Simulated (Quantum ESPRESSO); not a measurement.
BN, 2 atoms in the cell. The structure is cubic, space group F-43m (No. 216). Conventional cell: a = 3.577 Å, b = 3.577 Å, c = 3.577 Å, α = 90.00°, β = 90.00°, γ = 90.00°. N (site symmetry -43m) has 4 B at 1.55 Å as nearest neighbours. Around B (site symmetry -43m) lie 4 N at 1.55 Å. The cell is a database's computed one. The cell isn't the ideal one: volume scaled by 0.96.

```yaml
Program: Quantum ESPRESSO 7.5
Task: Berry-phase polarisation
Functional: PBEsol
Potentials_or_basis: PseudoDojo 0.4 SR PBEsol stringent
Cutoff: 1143 eV
Density_cutoff: 4572 eV
k_mesh: 5 × 5 × 5
Occupations: fermi-dirac, width 0.05 eV
Spin: no spin polarisation
Most_SCF_iterations: 120
SCF_threshold: 4e-10 Ry
Diagonalization: cg
Mixing_beta: 0.2
k_points_per_string: 10 × 10 × 10
```

Potentials or basis: PseudoDojo 0.4 SR PBEsol stringent.

Command:

```console
$ OMP_NUM_THREADS=1 pw.x -in pw.in > pw.out
$ OMP_NUM_THREADS=1 pw.x -in scf2.in > scf2.out
$ OMP_NUM_THREADS=1 pw.x -in berry1.in > berry1.out
$ OMP_NUM_THREADS=1 pw.x -in berry2.in > berry2.out
$ OMP_NUM_THREADS=1 pw.x -in berry3.in > berry3.out
```

Hardware: 1 thread of Arm Neoverse V1, on a shared host.

**Question.** Estimate the wall time of this run.

**Answer.** Run time: 20 s on 1 thread of Arm Neoverse V1, with other jobs on the host, peak memory 0.05 GiB. Counts: scf iterations 28, k pools 1, bands 9, k points 10, g dense 7991.
